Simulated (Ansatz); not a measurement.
Relaxed bulk TiO$_{2}$:

```cif
data_structure
_symmetry_space_group_name_H-M 'P4_2/mnm'
_symmetry_Int_Tables_number 136
_cell_length_a 4.5912
_cell_length_b 4.5912
_cell_length_c 2.9390
_cell_angle_alpha 90.000
_cell_angle_beta 90.000
_cell_angle_gamma 90.000
_cell_volume 61.95
loop_
_atom_site_label
_atom_site_type_symbol
_atom_site_symmetry_multiplicity
_atom_site_Wyckoff_symbol
_atom_site_fract_x
_atom_site_fract_y
_atom_site_fract_z
_atom_site_occupancy
Ti1 Ti 2 a 0.00000 0.00000 0.00000 1
O1 O 4 f 0.30444 0.30444 0.00000 1
```

Miller indices refer to the conventional cell of P4_2/mnm (No. 136), a = 4.591 Å, b = 4.591 Å, c = 2.939 Å, α = 90.00°, β = 90.00°, γ = 90.00°. The bulk's gap is 1.87 eV.

Consider the (100) slab of 18 planes, 13.3 Å thick with 15 Å of vacuum as cut; outer planes O (top) and O (bottom), all atoms relaxed.

All numbers below come from Ansatz, DFT PBEsol, scalar-relativistic, plane waves, PAW. Cutoff 420 eV; k points 9×6×1 on the computed 18-atom cell (Γ-centred); Gaussian smearing, width 0.05 eV; no spin polarisation. A dipole correction removes the field between periodic images along c.

Q: Estimate the surface energy (mean of both faces).

A: 0.81 J/m².

Q: Estimate the gap of the slab on the mesh.

A: 2.20 eV.

Q: Predict the bulk valence band top under the vacuum level.

A: 7.40 eV.

Q: Predict the bulk conduction band bottom under the vacuum level.

A: 5.53 eV.

Q: The top two planes lie 0.898 Å apart in the bulk. How does relaxation change this?

A: The spacing becomes 0.981 Å (+9.3 %).

The gap is read on a mesh, which can miss the band edges, so it can be too wide.